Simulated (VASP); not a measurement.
# NaF (Villiaumite) (Fm-3m) in VASP: further runs

The runs below take NaF (Villiaumite) through single point, with r2SCAN.

Program: VASP 6.6.1. These are calculated values, not measurements. Logs are shortened: lines on timing, memory, paths and dates and some standing lists are left out, and cuts for length are marked.

### Step 1. Starting point

Symmetry: Fm-3m, No. 225, cubic system. The conventional cell has a = 4.640 Å, b = 4.640 Å, c = 4.640 Å, α = 90.00°, β = 90.00°, γ = 90.00°. Na (site symmetry m-3m) is surrounded by 6 F at 2.32 Å. Around F (site symmetry m-3m) lie 6 Na at 2.32 Å.

### Step 2. Single point, r2SCAN

INCAR

```
PREC     = Accurate       # precision mode
ENCUT    = 550            # plane-wave cutoff, eV
EDIFF    = 1E-4           # SCF threshold, eV
ISMEAR   = 0              # smearing method
SIGMA    = 0.05           # smearing width, eV
LREAL    = F              # projectors in reciprocal space
LASPH    = T              # aspherical terms in the spheres
NELM     = 100            # most SCF steps
ALGO     = Normal         # electronic algorithm
ISIF     = 2              # what is computed and relaxed
LWAVE    = F              # write WAVECAR
LCHARG   = F              # write CHGCAR
METAGGA  = R2SCAN         # meta-GGA
LMIXTAU  = T            
ADDGRID  = F
```

KPOINTS

```
Automatic mesh
0
Gamma
  10 10 10
```

POSCAR

```
NaF
1.0
    0.0000000000      2.3200000000      2.3200000000
    2.3200000000      0.0000000000      2.3200000000
    2.3200000000      2.3200000000      0.0000000000
Na F
1 1
Direct
    0.0000000000      0.0000000000      0.0000000000
    0.5000000000      0.5000000000      0.5000000000
```

Potentials or basis: VASP PAW PBE potentials, release 64 (Na_pv, F).

Launch:

```bash
> cat potpaw_PBE.64/Na_pv/POTCAR potpaw_PBE.64/F/POTCAR > POTCAR
> mpirun -np 1 vasp_std > vasp.out
```

OUTCAR:

```text
PREC = Accurate
   ENCUT = 550
   EDIFF = 1E-4
   ISMEAR = 0
   LREAL = F
   LASPH = T
   NELM = 100
   ISIF = 2
   METAGGA = R2SCAN

 Found     47 irreducible k-points:

 Following reciprocal coordinates:
            Coordinates               Weight
  0.000000  0.000000  0.000000      1.000000
  0.100000  0.000000  0.000000      8.000000
  0.200000  0.000000  0.000000      8.000000
  0.300000  0.000000  0.000000      8.000000
  0.400000  0.000000  0.000000      8.000000
  0.500000  0.000000  0.000000      4.000000
   k-points           NKPTS =     47   k-points in BZ     NKDIM =     47   number of bands    NBANDS=     11
   number of dos      NEDOS =    301   number of ions     NIONS =      2
   total plane-waves  NPLWV =  21952
   dimension x,y,z NGX =    28 NGY =   28 NGZ =   28
   dimension x,y,z NGXF=    56 NGYF=   56 NGZF=   56
   ions per type =               1   1
   NGX,Y,Z   is equivalent  to a cutoff of  14.19, 14.19, 14.19 a.u.
   NGXF,Y,Z  is equivalent  to a cutoff of  28.38, 28.38, 28.38 a.u.
 SYSTEM =  unknown system
   PREC   = accura    normal or accurate (medium, high low for compatibility)
   ISTART =      0    job   : 0-new  1-cont  2-samecut
   ICHARG =      2    charge: 1-file 2-atom 10-const
   ISPIN  =      1    spin polarized calculation?
   LNONCOLLINEAR =      F non collinear calculations
   LSORBIT =      F    spin-orbit coupling
   LASPH  =      T    aspherical Exc in radial PAW
   ENCUT  =  550.0 eV  40.42 Ry    6.36 a.u.   6.27  6.27  6.27*2*pi/ulx,y,z
   NELM   =    100;   NELMIN=  2; NELMDL= -5     # of ELM steps
   EDIFF  = 0.1E-03   stopping-criterion for ELM
   LREAL  =      F    real-space projection
   EDIFFG = 0.1E-02   stopping-criterion for IOM
   NSW    =      0    number of steps for IOM
   IBRION =     -1    ionic relax: 0-MD 1-quasi-New 2-CG
   NFREE  =      0    steps in history (QN), initial steepest desc. (CG)
   ISIF   =      2    stress and relaxation
   ISYM   =      2    0-nonsym 1-usesym 2-fastsym
   POTIM  = 0.5000    time-step for ionic-motion
   TEBEG  =    0.0;   TEEND  =   0.0 temperature during run
   PSTRESS=    0.0 pullay stress
   NELECT =      14.0000    total number of electrons
   NUPDOWN=      -1.0000    fix difference up-down
   EMIN   =  10.00;   EMAX   =-10.00  energy-range for DOS
   EFERMI =   0.00;   METHOD = LEGACY
   ISMEAR =     0;   SIGMA  =   0.05  broadening in eV -4-tet -1-fermi 0-gaus
   EFERMI_NEDOS =   21; number of points for ismear=-14 and -15
   IALGO  =     38    algorithm
   IMIX   =      4    mixing-type and parameters
     AMIX     =   0.40;   BMIX     =  1.00
     AMIX_MAG =   1.60;   BMIX_MAG =  1.00
  volume/ion in A,a.u.               =      12.49        84.27
  Fermi-wavevector in a.u.,A,eV,Ry     =   1.349852  2.550851 24.791186  1.822101
  Thomas-Fermi vector in A             =   2.477405
   LORBIT       =      0    0 simple, 1 ext, 2 COOP (PROOUT), +10 PAW based schemes
   METAGGA = R2SCAN    functional components
   LHFCALC =     F    Hartree Fock is set to
   AEXX    =    0.0000 exact exchange contribution
   IVDW    =     0    specifies the selected vdW correction
   LEPSILON=     F    determine dielectric tensor
   LRPA    =     F    only Hartree local field effects (RPA)
 non-spin polarized calculation
 Gauss-broadening in eV      SIGMA  =   0.05
  energy-cutoff  :      550.00
  volume of cell :       24.97
 maximum number of plane-waves:       748
 NGX is ok and might be reduce to    28
   NGX = 13   NGY = 13   NGZ = 13

 number of electron      14.0000006 magnetization

 Free energy of the ion-electron system (eV)
  ---------------------------------------------------
  ext. energy  EPLUGINS =         0.00000000
  ---------------------------------------------------
  free energy    TOTEN  =       -12.59793450 eV

  energy without entropy =      -12.59793450  energy(sigma->0) =      -12.59793450

 E-fermi :  -2.5297     XC(G=0):  -9.7541

 val. band max:       -2.7405857326   @ k =   0.0000   0.0000   0.0000
 cond. band min:       4.3994906100   @ k =   0.0000   0.0000   0.0000
 fundamental gap:      7.1400763426
 Fermi energy:        -2.5296526770

 k-point     1 :       0.0000    0.0000    0.0000
  band No.  band energies     occupation
      1     -23.0310      2.00000
      2     -22.2494      2.00000
      3     -22.2491      2.00000
      4     -22.2491      2.00000
      5      -2.7406      2.00000
      6      -2.7406      2.00000
      7      -2.7406      2.00000
      8       4.3995      0.00000
      9      17.0032      0.00000
     10      17.0032      0.00000
     11      17.0033      0.00000

 k-point     2 :       0.1000    0.0000    0.0000
  band No.  band energies     occupation
      1     -23.0867      2.00000
      2     -22.2504      2.00000
      3     -22.2502      2.00000
      4     -22.1812      2.00000
      5      -2.9260      2.00000
      6      -2.7662      2.00000
      7      -2.7662      2.00000
      8       4.7520      0.00000
      9      15.6793      0.00000
     10      17.1774      0.00000
     11      17.1775      0.00000

 k-point     3 :       0.2000    0.0000    0.0000
  band No.  band energies     occupation
      1     -23.2027      2.00000
      2     -22.2532      2.00000
      3     -22.2529      2.00000
      4     -22.0327      2.00000
      5      -3.3600      2.00000
      6      -2.8327      2.00000
      7      -2.8326      2.00000
      8       5.6714      0.00000
      9      13.9372      0.00000
     10      17.6367      0.00000
     11      17.6369      0.00000

 k-point     4 :       0.3000    0.0000    0.0000
  band No.  band energies     occupation
      1     -23.3140      2.00000
      2     -22.2565      2.00000
      3     -22.2562      2.00000
      4     -21.8809      2.00000
      5      -3.8249      2.00000
      6      -2.9136      2.00000
      7      -2.9135      2.00000
      8       6.8879      0.00000
      9      12.4784      0.00000
     10      18.1773      0.00000
     11      18.1778      0.00000

 k-point     5 :       0.4000    0.0000    0.0000
  band No.  band energies     occupation
      1     -23.3889      2.00000
      2     -22.2592      2.00000
      3     -22.2589      2.00000
      4     -21.7725      2.00000
      5      -4.1609      2.00000
      6      -2.9780      2.00000
      7      -2.9780      2.00000
      8       8.1283      0.00000
      9      11.2889      0.00000
     10      18.5226      0.00000
     11      18.5235      0.00000

 k-point     6 :       0.5000    0.0000    0.0000
  band No.  band energies     occupation
      1     -23.4149      2.00000
      2     -22.2602      2.00000
      3     -22.2599      2.00000
      4     -21.7334      2.00000
      5      -4.2820      2.00000
      6      -3.0024      2.00000
      7      -3.0023      2.00000
      8       8.8498      0.00000
      9      10.6247      0.00000
     10      18.6141      0.00000
     11      18.6151      0.00000

 [... further k-points ...]

------------------------ aborting loop because EDIFF is reached ----------------------------------------

  FORCE on cell =-STRESS in cart. coord.  units (eV):
  Direction    XX          YY          ZZ          XY          YZ          ZX
  --------------------------------------------------------------------------------------
  -------------------------------------------------------------------------------------
  Total       -0.3793624     -0.3793624     -0.3793624      0.0000000      0.0000000     -0.0000000
  in kB      -24.3372151    -24.3372151    -24.3372151      0.0000000      0.0000000     -0.0000000
  external PRESSURE =     -24.3372151 kB  Pullay stress =       0.0000000 kB

 VOLUME and BASIS-vectors are now :
 -----------------------------------------------------------------------------
  energy-cutoff  :      550.00
  volume of cell :       24.97
      direct lattice vectors                 reciprocal lattice vectors
     0.000000000  2.320000000  2.320000000    -0.215517241  0.215517241  0.215517241
     2.320000000  0.000000000  2.320000000     0.215517241 -0.215517241  0.215517241
     2.320000000  2.320000000  0.000000000     0.215517241  0.215517241 -0.215517241

 POSITION                                       TOTAL-FORCE (eV/Angst)
 -----------------------------------------------------------------------------------
      0.00000      0.00000      0.00000         0.000000      0.000000     -0.000000
      2.32000      2.32000      2.32000         0.000000      0.000000      0.000000
 -----------------------------------------------------------------------------------
    total drift:                                0.000000      0.000000      0.000000

  FREE ENERGIE OF THE ION-ELECTRON SYSTEM (eV)
  ---------------------------------------------------
  free  energy   TOTEN  =       -12.5979344969 eV

  energy  without entropy=      -12.5979344969  energy(sigma->0) =      -12.59793450
```

Wall time 59 s (1 thread of Intel Xeon Platinum 8488C (Sapphire Rapids), shared host); peak memory 0.16 GiB.

The run converged, but some of its settings lie outside the range that counts as converged, so its numbers aren't taken as properties of the crystal.

What came out:

```
Free energy            : -12.5979 eV
Pressure               : -2.4 GPa
Band gap on the k mesh : 7.14 eV, direct
```

Caveat: the PAW data sets were made with another functional, which shifts forces and pressure a little.

### Step 3. Single point, r2SCAN

INCAR is that of step 2.

KPOINTS is that of step 2.

POSCAR

```
NaF
1.0
    0.0000000000      2.3200000000      2.3200000000
    2.3200000000      0.0000000000      2.3200000000
    2.3200000000      2.3200000000      0.0000000000
Na F
1 1
Direct
    0.0258840000     -0.0367460000      0.0017760000
    0.4822430000      0.5377660000      0.4799550000
```

Potentials or basis: VASP PAW PBE potentials, release 64 (Na_pv, F).

Launch:

```bash
> cat potpaw_PBE.64/Na_pv/POTCAR potpaw_PBE.64/F/POTCAR > POTCAR
> mpirun -np 1 vasp_std > vasp.out
```

OUTCAR:

```text
PREC = Accurate
   ENCUT = 550
   EDIFF = 1E-4
   ISMEAR = 0
   LREAL = F
   LASPH = T
   NELM = 100
   ISIF = 2
   METAGGA = R2SCAN

 Found    504 irreducible k-points:

 Following reciprocal coordinates:
            Coordinates               Weight
  0.000000  0.000000  0.000000      1.000000
  0.100000  0.000000  0.000000      2.000000
  0.000000  0.100000  0.000000      2.000000
  0.000000  0.000000  0.100000      2.000000
  0.100000  0.100000  0.100000      2.000000
  0.200000  0.000000  0.000000      2.000000
   k-points           NKPTS =    504   k-points in BZ     NKDIM =    504   number of bands    NBANDS=     11
   number of dos      NEDOS =    301   number of ions     NIONS =      2
   total plane-waves  NPLWV =  21952
   dimension x,y,z NGX =    28 NGY =   28 NGZ =   28
   dimension x,y,z NGXF=    56 NGYF=   56 NGZF=   56
   ions per type =               1   1
   NGX,Y,Z   is equivalent  to a cutoff of  14.19, 14.19, 14.19 a.u.
   NGXF,Y,Z  is equivalent  to a cutoff of  28.38, 28.38, 28.38 a.u.
 SYSTEM =  unknown system
   PREC   = accura    normal or accurate (medium, high low for compatibility)
   ISTART =      0    job   : 0-new  1-cont  2-samecut
   ICHARG =      2    charge: 1-file 2-atom 10-const
   ISPIN  =      1    spin polarized calculation?
   LNONCOLLINEAR =      F non collinear calculations
   LSORBIT =      F    spin-orbit coupling
   LASPH  =      T    aspherical Exc in radial PAW
   ENCUT  =  550.0 eV  40.42 Ry    6.36 a.u.   6.27  6.27  6.27*2*pi/ulx,y,z
   NELM   =    100;   NELMIN=  2; NELMDL= -5     # of ELM steps
   EDIFF  = 0.1E-03   stopping-criterion for ELM
   LREAL  =      F    real-space projection
   EDIFFG = 0.1E-02   stopping-criterion for IOM
   NSW    =      0    number of steps for IOM
   IBRION =     -1    ionic relax: 0-MD 1-quasi-New 2-CG
   NFREE  =      0    steps in history (QN), initial steepest desc. (CG)
   ISIF   =      2    stress and relaxation
   ISYM   =      2    0-nonsym 1-usesym 2-fastsym
   POTIM  = 0.5000    time-step for ionic-motion
   TEBEG  =    0.0;   TEEND  =   0.0 temperature during run
   PSTRESS=    0.0 pullay stress
   NELECT =      14.0000    total number of electrons
   NUPDOWN=      -1.0000    fix difference up-down
   EMIN   =  10.00;   EMAX   =-10.00  energy-range for DOS
   EFERMI =   0.00;   METHOD = LEGACY
   ISMEAR =     0;   SIGMA  =   0.05  broadening in eV -4-tet -1-fermi 0-gaus
[... 16 lines left out ...]
 Gauss-broadening in eV      SIGMA  =   0.05
  energy-cutoff  :      550.00
  volume of cell :       24.97
 maximum number of plane-waves:       748
 NGX is ok and might be reduce to    28
   NGX = 13   NGY = 13   NGZ = 13

 number of electron      14.0000000 magnetization

 Free energy of the ion-electron system (eV)
  ---------------------------------------------------
  ext. energy  EPLUGINS =         0.00000000
  ---------------------------------------------------
  free energy    TOTEN  =       -12.54778228 eV

  energy without entropy =      -12.54778228  energy(sigma->0) =      -12.54778228

 E-fermi :  -2.5055     XC(G=0):  -9.7411

 val. band max:       -2.7513221536   @ k =   0.0000   0.0000   0.0000
 cond. band min:       4.3783835318   @ k =   0.0000   0.0000   0.0000
 fundamental gap:      7.1297056854
 Fermi energy:        -2.5055168921

 k-point     1 :       0.0000    0.0000    0.0000
  band No.  band energies     occupation
      1     -23.0836      2.00000
      2     -22.2176      2.00000
      3     -22.2167      2.00000
      4     -22.1787      2.00000
      5      -2.7664      2.00000
      6      -2.7629      2.00000
      7      -2.7513      2.00000
      8       4.3784      0.00000
      9      17.0157      0.00000
     10      17.0845      0.00000
     11      17.2072      0.00000
[... 57 lines left out ...]
 k-point     6 :       0.2000    0.0000    0.0000
  band No.  band energies     occupation
      1     -23.2392      2.00000
      2     -22.2271      2.00000
      3     -22.2210      2.00000
      4     -21.9739      2.00000
      5      -3.3744      2.00000
      6      -2.8532      2.00000
      7      -2.8352      2.00000
      8       5.6468      0.00000
      9      13.9530      0.00000
     10      17.5876      0.00000
     11      17.7509      0.00000

 [... further k-points ...]

------------------------ aborting loop because EDIFF is reached ----------------------------------------

  FORCE on cell =-STRESS in cart. coord.  units (eV):
  Direction    XX          YY          ZZ          XY          YZ          ZX
  --------------------------------------------------------------------------------------
  -------------------------------------------------------------------------------------
  Total       -0.1318342      0.0229588     -0.3171854      0.0787207      0.0362707     -0.0339169
  in kB       -8.4575534      1.4728753    -20.3483762      5.0501629      2.3268739     -2.1758694
  external PRESSURE =      -9.1110181 kB  Pullay stress =       0.0000000 kB

 VOLUME and BASIS-vectors are now :
 -----------------------------------------------------------------------------
  energy-cutoff  :      550.00
  volume of cell :       24.97
      direct lattice vectors                 reciprocal lattice vectors
     0.000000000  2.320000000  2.320000000    -0.215517241  0.215517241  0.215517241
     2.320000000  0.000000000  2.320000000     0.215517241 -0.215517241  0.215517241
     2.320000000  2.320000000  0.000000000     0.215517241  0.215517241 -0.215517241

 POSITION                                       TOTAL-FORCE (eV/Angst)
 -----------------------------------------------------------------------------------
      2.23887      0.06417      2.29480         0.286850     -0.379651      0.150065
      2.36111      2.23230      2.36642        -0.286850      0.379651     -0.150065
 -----------------------------------------------------------------------------------
    total drift:                                0.007981      0.011118     -0.001741

  FREE ENERGIE OF THE ION-ELECTRON SYSTEM (eV)
  ---------------------------------------------------
  free  energy   TOTEN  =       -12.5477822822 eV

  energy  without entropy=      -12.5477822822  energy(sigma->0) =      -12.54778228
```

OSZICAR:

```text
N       E                     dE             d eps       ncg     rms          rms(c)
DAV:   1     0.109246432561E+03    0.10925E+03   -0.81151E+03 11225   0.174E+03
DAV:   2    -0.914676727247E+01   -0.11839E+03   -0.10941E+03 11995   0.381E+02
DAV:   3    -0.160170242484E+02   -0.68703E+01   -0.68479E+01 12876   0.930E+01
DAV:   4    -0.160910470323E+02   -0.74023E-01   -0.74009E-01 12371   0.102E+01
DAV:   5    -0.160919293902E+02   -0.88236E-03   -0.88234E-03 12735   0.116E+00    0.486E+00
DAV:   6    -0.126536939586E+02    0.34382E+01   -0.16188E+00 14146   0.182E+01    0.158E+00
DAV:   7    -0.125417834095E+02    0.11191E+00   -0.99010E-01 11136   0.138E+01    0.166E+00
DAV:   8    -0.130337839529E+02   -0.49200E+00   -0.41011E-01 11097   0.995E+00    0.598E-01
DAV:   9    -0.122393070504E+02    0.79448E+00   -0.19012E-01 11088   0.504E+00    0.917E-01
DAV:  10    -0.125865758337E+02   -0.34727E+00   -0.29252E-01 11088   0.639E+00    0.309E-01
DAV:  11    -0.125751554491E+02    0.11420E-01   -0.67142E-03 13029   0.962E-01    0.327E-01
DAV:  12    -0.125442807010E+02    0.30875E-01   -0.82981E-03 11094   0.163E+00    0.106E-01
DAV:  13    -0.125464959390E+02   -0.22152E-02   -0.11489E-03 11712   0.462E-01    0.399E-02
DAV:  14    -0.125478766648E+02   -0.13807E-02   -0.27725E-04 11091   0.264E-01    0.422E-02
DAV:  15    -0.125477822822E+02    0.94383E-04   -0.43215E-04 11142   0.273E-01
   1 F= -.12547782E+02 E0= -.12547782E+02  d E =-.110724E-14
```

It took 10 min on 1 thread of Intel Xeon Platinum 8488C (Sapphire Rapids), shared host; peak memory 0.27 GiB.

These settings aren't checked as converged: the numbers below hold their error.

Results:

```yaml
Free_energy: -12.5478 eV
Pressure: -0.9 GPa
Largest_force: 0.499 eV/Å
Band_gap_on_the_k_mesh: 7.13 eV, direct
```

Caveat: the PAW data sets were made with another functional, which shifts forces and pressure a little.

(Part 1 of 2 ends here.)
